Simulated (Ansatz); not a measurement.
CSi as one 4-atom ordering (R-3m) on the diamond lattice, relaxed with r2SCAN. Around C lie 1 C at 1.62 Å and 3 Si at 1.90 Å; around Si lie 3 C at 1.90 Å and 1 Si at 2.38 Å.

Space group R-3m:H (No. 166). a = 3.083 Å, b = 3.083 Å, c = 15.964 Å, α = 90.00°, β = 90.00°, γ = 120.00°
```json
{"atom": "C", "site": "6c", "symmetry": "3m", "x": "0.3333", "y": "0.6667", "z": "0.1159"}
{"atom": "Si", "site": "6c", "symmetry": "3m", "x": "0.6667", "y": "0.3333", "z": "0.2588"}
```

The questions ask for values computed with the plane-wave code Ansatz on this geometry. These are computed values for a spin-unpolarised cell that may be hypothetical; none is a measurement.

Given (10×10×10 mesh): The r2SCAN gap is indirect, 0.69 eV (Γ to F), below the direct gap of 2.10 eV at F.

(1) How does the gap change from r2SCAN to PBE (10×10×10)?

(2) How does the gap change from r2SCAN to PBE0 (6×6×6)?

(3) How do the levels compare, in gap and in cost?

## Answers

(1) PBE gives an indirect gap of 0.49 eV, from Γ to F; the least direct gap is 1.81 eV at F. The gap differs by -0.20 eV from r2SCAN's.

(2) With PBE0 the valence top lies at Γ and the conduction bottom at F, 1.97 eV higher; the smallest vertical gap, at F, is 3.35 eV. The gap differs by +1.28 eV from r2SCAN's.

(3) Set against the finite-basis gap of 1.08 eV from G0W0@PBE (130 empty bands, 120 eV, 6×6×6), the closest functional is HSE06, which differs by +0.18 eV, at about 13 times r2SCAN's cost; G0W0 itself took about 30 times r2SCAN's cost. The others: r2SCAN -0.39, PBE -0.59, PBE0 +0.89 eV. The yardstick's own error is a tenth of an eV or more. r2SCAN covers 26 % of the step from PBE to HSE06, while HSE06 needs about 13 times r2SCAN's cost (on a coarser mesh). All these functionals give a gap of the same kind, indirect.
